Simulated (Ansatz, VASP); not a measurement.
# In19As19H30 (InAs wire along [111], 38 atoms a period, H-terminated): VASP beside Ansatz

Aim: how closely do two programs agree when they are given the same cell, functional and k mesh? The cell is taken from a series of runs on this material, whose earlier steps may have relaxed, scaled, displaced or heated it; both programs get it as it stands.

Main program and level: Ansatz 0.2.0; plane waves, with VASP 6.6.1 beside it; single point at PBE.

## (1) The starting structure

The cell holds 68 atoms: 19 In, 19 As and 30 H. Cell: a = 18.461 Å, b = 20.048 Å, c = 10.738 Å, α = 90.0°, β = 90.0°, γ = 90.0°. Vacuum lies along a and b. The structure's axis is c.

## (2) VASP: single point, PBE

With cell and atoms fixed, the geometry can't cause a difference; cores, projectors, grids and the points listed under the comparison can.

Lines of VASP's logs that name or quote its potential files are left out, and so is its time.

INCAR

```
SYSTEM = In19As19H30
PREC = Accurate
ENCUT = 400
EDIFF = 1E-06
NELM = 120
ISMEAR = -1
SIGMA = 0.05
LREAL = Auto
ALGO = Normal
GGA = PE
NBANDS = 233
LORBIT = 11
LWAVE = .FALSE.
LCHARG = .FALSE.
ISIF = 2
LASPH = .TRUE.
GGA_COMPAT = .FALSE.
EFERMI = MIDGAP
```

POSCAR

```
In19As19H30
1.0
   18.4610000000      0.0000000000      0.0000000000
    0.0000000000     20.0480000000      0.0000000000
    0.0000000000      0.0000000000     10.7375411851
In As H
19 19 30
Direct
    0.3843964400      0.4439584670      0.0128291970
    0.5000000000      0.2453562810      0.9908012340
    0.6156035600      0.4439584670      0.0128291970
    0.2541474600      0.3746796000      0.3257432870
    0.3882571440      0.5648219800      0.3448262830
    0.5000000000      0.3865874770      0.3448181190
    0.5000000000      0.7668558420      0.3257685150
    0.6117428560      0.5648219800      0.3448262830
    0.7458525400      0.3746796000      0.3257432870
    0.2583931100      0.5075790750      0.6614017550
    0.3812310030      0.3116392090      0.6614085040
    0.3771622020      0.6970262990      0.6614107780
    0.5000000000      0.5054116630      0.6695216760
    0.6228377980      0.6970262990      0.6614107780
    0.6187689970      0.3116392090      0.6614085040
    0.7416068900      0.5075790750      0.6614017550
    0.2554194640      0.6354550750      0.9908058760
    0.5000000000      0.6283400140      0.0128169600
    0.7445805360      0.6354550750      0.9908058760
    0.2717569620      0.6267370000      0.2411777440
    0.3781118310      0.4406009410      0.2595613570
    0.5000000000      0.2627073150      0.2411642120
    0.5000000000      0.6350165620      0.2595528570
    0.6218881690      0.4406009410      0.2595613570
    0.7282430380      0.6267370000      0.2411777440
    0.2713785100      0.3838523490      0.5761678800
    0.3810594400      0.5686496730      0.5918421790
    0.5000000000      0.3789258990      0.5918368400
    0.5000000000      0.7485259160      0.5761828480
    0.6189405600      0.5686496730      0.5918421790
    0.7286214900      0.3838523490      0.5761678800
    0.2717534040      0.5097637960      0.9124243360
    0.3899599630      0.3212099840      0.9124308610
    0.3817832060      0.6852620420      0.9124255790
    0.5000000000      0.5054101570      0.9202037720
    0.6182167940      0.6852620420      0.9124255790
    0.6100400370      0.3212099840      0.9124308610
    0.7282465960      0.5097637960      0.9124243360
    0.1833415780      0.4269404580      0.2822922890
    0.2678929600      0.2920696910      0.2823429810
    0.4154265380      0.7971551890      0.2823419640
    0.5845734620      0.7971551890      0.2823419640
    0.7321070400      0.2920696910      0.2823429810
    0.8166584220      0.4269404580      0.2822922890
    0.2027559980      0.5980291230      0.2967818150
    0.2642408930      0.6961116190      0.2967978750
    0.4385050440      0.2220132370      0.2967280540
    0.5614949560      0.2220132370      0.2967280540
    0.7357591070      0.6961116190      0.2967978750
    0.7972440020      0.5980291230      0.2967818150
    0.1804043440      0.5494649110      0.6142692160
    0.2987241000      0.7381999830      0.6142704530
    0.3816728630      0.2284791660      0.6143355660
    0.6183271370      0.2284791660      0.6143355660
    0.7012759000      0.7381999830      0.6142704530
    0.8195956560      0.5494649110      0.6142692160
    0.2049563660      0.3485287940      0.6293029250
    0.5000000000      0.8191505130      0.6293268080
    0.7950436340      0.3485287940      0.6293029250
    0.1771708160      0.6770182220      0.9468024490
    0.5000000000      0.1621704110      0.9467087660
    0.8228291840      0.6770182220      0.9468024490
    0.2046068730      0.4745201270      0.9626521670
    0.3232521040      0.2852683030      0.9626606440
    0.3813500950      0.7564294790      0.9626502660
    0.6186499050      0.7564294790      0.9626502660
    0.6767478960      0.2852683030      0.9626606440
    0.7953931270      0.4745201270      0.9626521670
```

KPOINTS

```
Automatic mesh
0
Gamma
1 1 8
0 0 0
```

PAW data sets: In_d, As and H (PBE family, release 64).

Launch:

```console
export OMP_NUM_THREADS=3
mpirun -np 1 vasp_std
```

Numbers of over 12 decimals in the logs are rounded to 6 here.

Output:

```text
[banner, memory and clock lines left out]
running    1 mpi-ranks, on    1 nodes
[...]
Offloading initialized ...    1 GPUs detected
[...]
LDA part: xc-table for (Slater+PW92), standard interpolation
 POSCAR, INCAR and KPOINTS ok, starting setup
[...]
entering main loop
       N       E                     dE             d eps       ncg     rms          rms(c)
DAV:   1     0.276262591436E+04    0.27626E+04   -0.12617E+05  2850   0.104E+03
DAV:   2     0.696923920589E+02   -0.26929E+04   -0.26480E+04  2775   0.292E+02
DAV:   3    -0.230573464376E+03   -0.30027E+03   -0.29852E+03  2724   0.138E+02
DAV:   4    -0.246820759815E+03   -0.16247E+02   -0.16203E+02  2796   0.342E+01
[...]
DAV:  34    -0.235537971509E+03   -0.24239E-05   -0.13721E-07  1724   0.110E-03    0.195E-03
DAV:  35    -0.235537973990E+03   -0.24812E-05   -0.15418E-07  1666   0.112E-03    0.750E-04
DAV:  36    -0.235537974473E+03   -0.48264E-06   -0.77303E-08  1780   0.679E-04
   1 F= -.23553797E+03 E0= -.23553797E+03  d E =-.302710E-07
```

OUTCAR, selected parts (step 2):

```text
 POSITION                                       TOTAL-FORCE (eV/Angst)
 -----------------------------------------------------------------------------------
      7.09634      8.90048      0.13775        -0.014506     -0.010556     -0.008011
      9.23050      4.91890     10.63877         0.000000     -0.018352     -0.005744
     11.36466      8.90048      0.13775         0.014506     -0.010556     -0.008011
      4.69182      7.51158      3.49768        -0.018090     -0.008812      0.005544
      7.16762     11.32355      3.70259        -0.013051      0.007444     -0.006275
      9.23050      7.75031      3.70250         0.000000     -0.016269     -0.006725
      9.23050     15.37393      3.49795         0.000000      0.021155      0.002428
     11.29338     11.32355      3.70259         0.013051      0.007444     -0.006275
     13.76918      7.51158      3.49768         0.018090     -0.008812      0.005544
      4.77020     10.17595      7.10183        -0.022154      0.011925     -0.005191
      7.03791      6.24774      7.10190        -0.001709     -0.026393     -0.004039
      6.96279     13.97398      7.10193        -0.021543      0.014882     -0.003619
      9.23050     10.13249      7.18902         0.000000      0.003483      0.018818
     11.49821     13.97398      7.10193         0.021543      0.014882     -0.003619
[...]
-----------------------------------------------------------------------------------
    total drift:                                0.000000     -0.008944     -0.002063

  FREE ENERGIE OF THE ION-ELECTRON SYSTEM (eV)
  ---------------------------------------------------
  free  energy   TOTEN  =      -235.5379744729 eV

  energy  without entropy=     -235.5379744426  energy(sigma->0) =     -235.53797446

[... 2 further parts left out ...]
```

## (3) Ansatz: single point, PBE

Ansatz runs on its PAW soft_1 files.

The same cell, functional, mesh and smearing now go to Ansatz, which takes its cutoff from its data sets.

input.yaml

```yaml
crystal:
  lattice:
    - [18.461, 0.0, 0.0]
    - [0.0, 20.048, 0.0]
    - [0.0, 0.0, 10.7375411851]
  atoms:
    - { symbol: In, position: [0.38439644, 0.443958467, 0.012829197] }
    - { symbol: In, position: [0.5, 0.245356281, 0.990801234] }
    - { symbol: In, position: [0.61560356, 0.443958467, 0.012829197] }
    - { symbol: As, position: [0.271756962, 0.626737, 0.241177744] }
    - { symbol: As, position: [0.378111831, 0.440600941, 0.259561357] }
    - { symbol: As, position: [0.5, 0.262707315, 0.241164212] }
    - { symbol: As, position: [0.5, 0.635016562, 0.259552857] }
    - { symbol: As, position: [0.621888169, 0.440600941, 0.259561357] }
    - { symbol: As, position: [0.728243038, 0.626737, 0.241177744] }
    - { symbol: H, position: [0.183341578, 0.426940458, 0.282292289] }
    - { symbol: H, position: [0.26789296, 0.292069691, 0.282342981] }
    - { symbol: H, position: [0.415426538, 0.797155189, 0.282341964] }
    - { symbol: H, position: [0.584573462, 0.797155189, 0.282341964] }
    - { symbol: H, position: [0.73210704, 0.292069691, 0.282342981] }
    - { symbol: H, position: [0.816658422, 0.426940458, 0.282292289] }
    - { symbol: H, position: [0.202755998, 0.598029123, 0.296781815] }
    - { symbol: H, position: [0.264240893, 0.696111619, 0.296797875] }
    - { symbol: H, position: [0.438505044, 0.222013237, 0.296728054] }
    - { symbol: H, position: [0.561494956, 0.222013237, 0.296728054] }
    - { symbol: H, position: [0.735759107, 0.696111619, 0.296797875] }
    - { symbol: H, position: [0.797244002, 0.598029123, 0.296781815] }
    - { symbol: In, position: [0.25414746, 0.3746796, 0.325743287] }
    - { symbol: In, position: [0.388257144, 0.56482198, 0.344826283] }
    - { symbol: In, position: [0.5, 0.386587477, 0.344818119] }
    - { symbol: In, position: [0.5, 0.766855842, 0.325768515] }
    - { symbol: In, position: [0.611742856, 0.56482198, 0.344826283] }
    - { symbol: In, position: [0.74585254, 0.3746796, 0.325743287] }
    - { symbol: As, position: [0.27137851, 0.383852349, 0.57616788] }
    - { symbol: As, position: [0.38105944, 0.568649673, 0.591842179] }
    - { symbol: As, position: [0.5, 0.378925899, 0.59183684] }
    - { symbol: As, position: [0.5, 0.748525916, 0.576182848] }
    - { symbol: As, position: [0.61894056, 0.568649673, 0.591842179] }
    - { symbol: As, position: [0.72862149, 0.383852349, 0.57616788] }
    - { symbol: H, position: [0.180404344, 0.549464911, 0.614269216] }
    - { symbol: H, position: [0.2987241, 0.738199983, 0.614270453] }
    - { symbol: H, position: [0.381672863, 0.228479166, 0.614335566] }
    - { symbol: H, position: [0.618327137, 0.228479166, 0.614335566] }
    - { symbol: H, position: [0.7012759, 0.738199983, 0.614270453] }
    - { symbol: H, position: [0.819595656, 0.549464911, 0.614269216] }
    - { symbol: H, position: [0.204956366, 0.348528794, 0.629302925] }
    - { symbol: H, position: [0.5, 0.819150513, 0.629326808] }
    - { symbol: H, position: [0.795043634, 0.348528794, 0.629302925] }
    - { symbol: In, position: [0.25839311, 0.507579075, 0.661401755] }
    - { symbol: In, position: [0.381231003, 0.311639209, 0.661408504] }
    - { symbol: In, position: [0.377162202, 0.697026299, 0.661410778] }
    - { symbol: In, position: [0.5, 0.505411663, 0.669521676] }
    - { symbol: In, position: [0.622837798, 0.697026299, 0.661410778] }
    - { symbol: In, position: [0.618768997, 0.311639209, 0.661408504] }
    - { symbol: In, position: [0.74160689, 0.507579075, 0.661401755] }
    - { symbol: As, position: [0.271753404, 0.509763796, 0.912424336] }
    - { symbol: As, position: [0.389959963, 0.321209984, 0.912430861] }
    - { symbol: As, position: [0.381783206, 0.685262042, 0.912425579] }
    - { symbol: As, position: [0.5, 0.505410157, 0.920203772] }
    - { symbol: As, position: [0.618216794, 0.685262042, 0.912425579] }
    - { symbol: As, position: [0.610040037, 0.321209984, 0.912430861] }
    - { symbol: As, position: [0.728246596, 0.509763796, 0.912424336] }
    - { symbol: H, position: [0.177170816, 0.677018222, 0.946802449] }
    - { symbol: H, position: [0.5, 0.162170411, 0.946708766] }
    - { symbol: H, position: [0.822829184, 0.677018222, 0.946802449] }
    - { symbol: H, position: [0.204606873, 0.474520127, 0.962652167] }
    - { symbol: H, position: [0.323252104, 0.285268303, 0.962660644] }
    - { symbol: H, position: [0.381350095, 0.756429479, 0.962650266] }
    - { symbol: H, position: [0.618649905, 0.756429479, 0.962650266] }
    - { symbol: H, position: [0.676747896, 0.285268303, 0.962660644] }
    - { symbol: H, position: [0.795393127, 0.474520127, 0.962652167] }
    - { symbol: In, position: [0.255419464, 0.635455075, 0.990805876] }
    - { symbol: In, position: [0.5, 0.628340014, 0.01281696] }
    - { symbol: In, position: [0.744580536, 0.635455075, 0.990805876] }
kpoints:
  mp_grid: { grid: [1, 1, 8] }
  band_path: { path: ["Γ", Z], npoints: 90 }
scf:
  occupations: { method: fermi_dirac, width: 0.05 }
hamiltonian:
  xc: pbe
  pseudopotentials: { kind: paw, azcp: { folder: soft_1 } }
output:
  dos: { e_range: [-5, 4] }
  write_potential: true
  write_density: true
  volumetric_format: npy
```

Launch:

```console
ansatz run input.yaml --threads 4 --pin off --max-ram 16384MiB --backend cpu --events-out ev --progress --plain --runs-dir out
```

Output:

```text
Engine: ansatz 0.2.0, aarch64-unknown-linux-gnu
Pseudopotentials: kind: paw
Pseudopotential: In, paw, valence charge 13, recommended cutoff 420 eV (normal), soft_1/In.paw.azcp
Pseudopotential: As, paw, valence charge 15, recommended cutoff 420 eV (normal), soft_1/As.paw.azcp
Pseudopotential: H, paw, valence charge 1, recommended cutoff 420 eV (normal), soft_1/H.paw.azcp
Functional definition: PBE
  parameter kappa = 0.804
  parameter beta = 0.066725
  exchange = pbe_x(kappa = kappa, mu = beta*pi^2/3)
  correlation = pbe_c(beta = beta)
Crystal: 68 atoms, lattice volume = 3974.030 Å³
Basis set: ecut = 420 eV, 77581 PW (Γ)
Bands: 349, of which v1, the nominal top of the filled ones, is band 281 counted from 1 (280 counted from 0)
Symmetry: 2 space group operations
Space group: Pm (ITA 6), of the structure as read, at distance tolerance 1.6e-4 Å
k-points: 5 of 8 (time reversal used)
Non-local potential: In, projectors of the file, l = 0: 2, l = 1: 2, l = 2: 2, l = 3: 1
Non-local potential: As, projectors of the file, l = 0: 2, l = 1: 2, l = 2: 3, l = 3: 1
Non-local potential: H, projectors of the file, l = 0: 2, l = 1: 1
PAW form: soft (Blöchl's): semilocal exchange-correlation on the pseudo side does not see the compensation charge
PAW one-centre angular grid: In, 590 points (default); XC on 64 Gauss nodes
PAW one-centre angular grid: As, 590 points (default); XC on 64 Gauss nodes
PAW one-centre angular grid: H, 110 points (default); XC on 64 Gauss nodes
Initial density: superposition of atomic densities (neutral atoms: chi_scale 0, normalization atom)
Initial wavefunctions: pseudopotential atomic-orbital guess
Functional: x = pbe(κ = 0.804, μ = 0.219515), c = pbe(β = 0.066725)
SCF iter   1: F=—  HF=-199111.406466 eV  |F-HF|=—  |Δ(HF+E_count)|=         —  Δρ=2.83e-2  dr2=3.71e1  ethr=3.10e-3  ⟨swp⟩=6.2  Hψ=7210  notcnv=0  defer=117
preconditioner: auto → Resta (q_TF=auto, 1.969 Å⁻¹)  ε∞=1.7  [insulator: Δε(μ)=1.790 eV  Ē_g=13.120 eV  σ=0.050 eV  W_gap=1.00  n_scr=508 (ndim 8)  ℏωp=11.4 eV  f_vac=0.591  D(μ)=0.00/eV (n_scr^D=0)  ε∞_Penn≈1.7  vacuum switching on, ρ_ref=1.2e-2 e/Å³]
SCF iter   2: F=—  HF=-199101.249951 eV  |F-HF|=—  |Δ(HF+E_count)|=    1.02e1  Δρ=1.14e-2  dr2=5.41e0  ethr=3.10e-3  ⟨swp⟩=3.0  Hψ=2849  notcnv=0  defer=303
SCF iter   3: F=—  HF=-199100.222427 eV  |F-HF|=—  |Δ(HF+E_count)|=    1.03e0  Δρ=3.48e-3  dr2=1.30e0  ethr=9.63e-4  ⟨swp⟩=3.0  Hψ=2431  notcnv=0  defer=303
SCF iter   4: F=—  HF=-199100.046786 eV  |F-HF|=—  |Δ(HF+E_count)|=   1.76e-1  Δρ=1.34e-3  dr2=2.69e-1  ethr=2.32e-4  ⟨swp⟩=5.0  Hψ=1915  notcnv=0  defer=303
SCF iter   5: F=—  HF=-199100.013206 eV  |F-HF|=—  |Δ(HF+E_count)|=   3.36e-2  Δρ=5.46e-4  dr2=1.05e-2  ethr=4.79e-5  ⟨swp⟩=2.8  Hψ=2090  notcnv=0  defer=303
SCF iter   6: F=—  HF=-199100.017870 eV  |F-HF|=—  |Δ(HF+E_count)|=   4.66e-3  Δρ=1.95e-4  dr2=1.83e-3  ethr=1.86e-6  ⟨swp⟩=2.0  Hψ=2607  notcnv=0  defer=303
SCF iter   7: F=—  HF=-199100.018810 eV  |F-HF|=—  |Δ(HF+E_count)|=   9.41e-4  Δρ=6.58e-5  dr2=3.85e-4  ethr=3.26e-7  ⟨swp⟩=2.0  Hψ=2607  notcnv=0  defer=303
SCF iter   8: F=—  HF=-199100.018955 eV  |F-HF|=—  |Δ(HF+E_count)|=   1.45e-4  Δρ=2.22e-5  dr2=3.21e-5  ethr=6.85e-8  ⟨swp⟩=2.0  Hψ=2597  notcnv=0  defer=303
SCF iter   9: F=—  HF=-199100.019050 eV  |F-HF|=—  |Δ(HF+E_count)|=   9.45e-5  Δρ=7.69e-6  dr2=2.90e-6  ethr=5.71e-9  ⟨swp⟩=2.0  Hψ=2670  notcnv=0  defer=303
SCF iter  10: F=—  HF=-199100.019054 eV  |F-HF|=—  |Δ(HF+E_count)|=   4.16e-6  Δρ=3.08e-6  dr2=1.40e-6  ethr=5.16e-10  ⟨swp⟩=2.0  Hψ=2597  notcnv=0  defer=303
SCF iter  11: F=—  HF=-199100.019054 eV  |F-HF|=—  |Δ(HF+E_count)|=   1.92e-7  Δρ=1.59e-6  dr2=2.21e-7  ethr=2.48e-10  ⟨swp⟩=2.0  Hψ=1818  notcnv=0  defer=303
SCF iter  12: F=-199100.019054 eV  HF=-199100.019054 eV  |F-HF|=1.22e-8  |Δ(HF+E_count)|=   7.47e-8  Δρ=5.74e-7  dr2=1.46e-8  ethr=1.78e-11  ⟨swp⟩=14.8  Hψ=8061  notcnv=0
SCF 1 converged in 12 iterations: F = -199100.019054 eV  dr2 = 1.46e-8
  greatest PAW one-centre occupation: 0.999 electrons in one spin orbital (limit 2), on the As atom at site 8 (counted from 0), in its partial waves of l = 2
NSCF: frozen V_eff on 91 k-points
[...]
k-point 2: bands = [... 277 lower, -2.3985, -2.2186, -2.2105, -2.2103, 0.0511, 0.3881, 0.3892, 0.5212, ... 64 higher]
  k-point 4: bands = [... 277 lower, -2.3675, -2.3670, -2.2840, -2.2834, 0.2170, 0.3204, 0.3210, 0.4991, ... 64 higher]
```

## (4) Side by side

Known differences besides the potentials themselves: the data sets hold 562 valence electrons in Ansatz (on its PAW soft_1 files) and 372 in VASP; the cutoff is 420 eV in Ansatz and 400 eV in VASP (PREC = Accurate, projectors in real space). Total energies have different zeros and are not compared.

Both answers:

```tsv
quantity	Ansatz	VASP	difference
gap on the k mesh (eV)	1.685	1.687	-0.003
```

A gap on the mesh is an upper bound, since the band edges may lie between its points.

## (5) What came out

```
difference in gap on the k mesh (single point, PBE) : -0.0027 eV
```

In words: The difference in gap on the k mesh is -0.0027 eV (single point, PBE), within the 0.08 eV picked in this series as the mark of a large difference. The data sets hold unlike numbers of valence electrons (562 in Ansatz and 372 in VASP), so part of the differences comes from the potentials. Such differences can come from data sets, numerical settings and the points named under the comparisons, not from the functional's error against experiment.

[Lines on the potential files, build, host, timing and source positions are cut from VASP's logs without a mark.]

[Logs are printed without paths, hosts, clocks, repeated set-up lines and the standing remarks that a program may print on its own settings, such as how far it seeks lower states.]

[Hosts, paths, dates, database ids (printed as entryN), source tags and the programs' standing remarks are cut or masked in the printed files.]
